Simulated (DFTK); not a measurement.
**Ir under changes of volume**

One of the cells (14.059 Å³/atom); the others are scaled copies at fixed shape and fractional positions:

```
Ir
1.0
     0.00000    1.91560    1.91560
     1.91560    0.00000    1.91560
     1.91560    1.91560    0.00000
Ir
1
Cartesian
  0.0000 0.0000 0.0000
```

- Program: DFTK 0.8.2
- Functional: PBE
- Potentials or basis: dojo.nc.sr.pbe.v0_4_1.standard.upf (PBE)
- Cutoff: 1088 eV
- k mesh: 12 × 12 × 12
- Occupations: fermi-dirac, width 0.05 eV
- Spin: no spin polarisation

```csv
volume (Å³/atom),energy over the lowest point (meV/atom),pressure (GPa)
13.215,137.71,39.4
13.496,?,?
13.778,36.93,18.9
14.059,11.39,10.4
14.340,0.00,2.8
14.621,1.18,-3.9
14.902,13.52,-9.9
```

Problem. What does the run at 13.496 Å³/atom give?

Solution. Energy over the lowest point 78.37 meV/atom; pressure 28.5 GPa.

Worked out: A Birch-Murnaghan fit of order 3 (a polynomial in V^(-2/3)) to the other rows has its minimum at 14.45 Å³/atom with B0 = V·E''(V) = 351 GPa and B' = 5.0. It gives 78.46 meV/atom at 13.496 Å³/atom, against the run's 78.37, and -dE/dV = 28.5 GPa, against 28.5.

Energies are extrapolated to zero smearing.
